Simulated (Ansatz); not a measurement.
RbBr in the rocksalt structure, relaxed with r2SCAN, was run in Ansatz 0.2.0 under altered settings. All numbers are computed, without spin polarisation but where a row says otherwise.

```yaml
crystal:
  lattice:
    - [0.00000, 3.46083, 3.46083]
    - [3.46083, 0.00000, 3.46083]
    - [3.46083, 3.46083, 0.00000]
  atoms:
    - { symbol: Rb, position: [0.00000, 0.00000, 0.00000] }
    - { symbol: Br, position: [0.50000, 0.50000, 0.50000] }
```

The base run's other keys:
```yaml
kpoints:
  mp_grid: { grid: [4, 4, 4] }
hamiltonian:
  xc: hse06
scf:
  occupations: { method: fixed }
  n_extra_bands: 4
```

It takes 10 iterations with 1639 plane waves at 420 eV and 8 k points, and leaves a mean stress of +0.31 GPa. The gap over this mesh is 5.443 eV. It ran on 4 threads of AMD EPYC 7R13 Processor (Zen 3), on a shared host.

Outcomes, with energy and stress as changes against the base:
```
                                  setting    outcome  ΔF (meV/atom)  Δ mean stress (GPa)  gap on the mesh (eV)  iterations  wall time
PBE hybrid, exx coeff 0.75, omega 0.1 1/Å  converged              –                 -0.5                 8.922          15      8.1 s
PBE hybrid, exx coeff 0.05, omega 0.1 1/Å  converged              –                 +0.2                 4.585           9      5.7 s
                  hamiltonian.xc: lc_wpbe  converged              –                 -0.1                10.541          12      9.3 s
    PBE hybrid, exx coeff 0.4, unscreened  converged              –                 -0.2                 7.311          14      7.7 s
                scf.occupations: cold 0.5  converged            0.0                  0.0                 5.443          10      6.8 s
               hamiltonian.dispersion: d4  converged           -112                 -0.5                 5.443          10      7.2 s
```
A dash marks a value that wasn't obtained or can't be compared. Stress is positive in compression. The base took 6 s.

- PBE hybrid, exx coeff 0.75, omega 0.1 1/Å. That is 75 % exact exchange, screened with ω = 0.1 1/Å, against HSE06's 25 % screened at 0.208 1/Å. The mean stress moves by -0.5 GPa and the gap on the mesh by +3.479 eV (to 8.922). Totals of different functionals aren't comparable. The program warns that on this mesh the truncation of the exchange isn't bounded, so part of the change can be an error of the mesh.
- PBE hybrid, exx coeff 0.05, omega 0.1 1/Å. That is 5 % exact exchange, screened with ω = 0.1 1/Å, against HSE06's 25 % screened at 0.208 1/Å. The mean stress moves by +0.2 GPa and the gap on the mesh by -0.859 eV (to 4.585). Totals of different functionals aren't comparable. The program warns that on this mesh the truncation of the exchange isn't bounded, so part of the change can be an error of the mesh.
- hamiltonian.xc: lc_wpbe. The mean stress moves by -0.1 GPa and the gap on the mesh by +5.098 eV (to 10.541). It's another functional on the same cell, so totals aren't comparable.
- PBE hybrid, exx coeff 0.4, unscreened. That is 40 % exact exchange, at all ranges, against HSE06's 25 % screened at 0.208 1/Å. The mean stress moves by -0.2 GPa and the gap on the mesh by +1.868 eV (to 7.311). Totals of different functionals aren't comparable.

Within 1 meV an atom, 0.1 GPa and 0.005 eV of the base stay: scf.occupations: cold 0.5.

Spin-orbit coupling is left out.

The stress of a hybrid is loosely converged in these runs.

The meshes of the hybrids are coarse, so their gaps aren't converged to the digits shown.
